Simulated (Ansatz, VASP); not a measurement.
**One calculation of CdS, two programs**

```
Cd S
1.0
     4.39864    0.00000    0.00000
    -2.19932    3.80933    0.00000
     0.00000    0.00000    6.57224
Cd S
2 2
Direct
  0.33333 0.66667 0.01482
  0.66667 0.33333 0.51482
  0.33333 0.66667 0.37018
  0.66667 0.33333 0.87018
```

Alike in both runs: task single point; functional PBE; k mesh 9 × 9 × 4; occupations gaussian, width 0.02 eV; no spin polarisation.

```csv
,VASP,Ansatz
version,VASP 6.6.1,Ansatz 0.2.0
potentials or method,"VASP PAW PBE potentials, release 64 (Cd, S)","scalar-relativistic, plane waves, PAW"
plane-wave cutoff (eV),520,420
valence electrons in the cell,36,52
```

|  | VASP | Ansatz | Ansatz less VASP |
| --- | --- | --- | --- |
| gap on the k mesh at the Fermi level (eV) | 1.07 | 1.07 | -0.003 |
| least direct gap on the mesh (eV) | 1.07 | 1.07 | -0.003 |
| pressure (GPa) | 0.1 | -0.2 | -0.29 |
| largest component of the traceless stress (GPa) | 9.44 | 9.18 | -0.256 |
| rms of the force components (eV/Å) | 0.998 | 0.968 | -0.0296 |

Atom by atom the forces differ by 0.030 eV/Å (rms over components). With one functional, cell and mesh, what is left measures potentials, basis and numerics. The two sets of potentials don't hold the same shells in valence.

Caveats: forces of over 1 eV/Å show positions far from the minimum, so gaps and moduli don't describe the material at rest.
